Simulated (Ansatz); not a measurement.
System: zinc-blende AlSb. Method: PBEsol (PAW; Ansatz, a quantum-chemistry and plane-wave program).

Run with plane-wave cutoff 520 eV, 10×10×10 k mesh, Fermi–Dirac smearing 0.01 eV, scalar-relativistic PAW data made under PBE.

The cell is scaled about its equilibrium volume:

| V (Å³/atom) | P (GPa) | direct gap at Γ (eV) |
|---|---|---|
| 27.427 | 3.81 | 1.960 |
| 28.011 | 2.40 | 1.791 |
| 28.595 | 1.14 | 1.629 |
| 29.178 | 0.00 | 1.472 |
| 29.762 | -1.02 | 1.320 |
| 30.345 | -1.93 | 1.174 |
| 30.929 | -2.75 | 1.034 |

The fundamental gap (1.14 eV at the equilibrium volume, with added k points) lies elsewhere than Γ–Γ.

Spin–orbit coupling is not included; with these elements it can move the gap by several tenths of an eV or more.
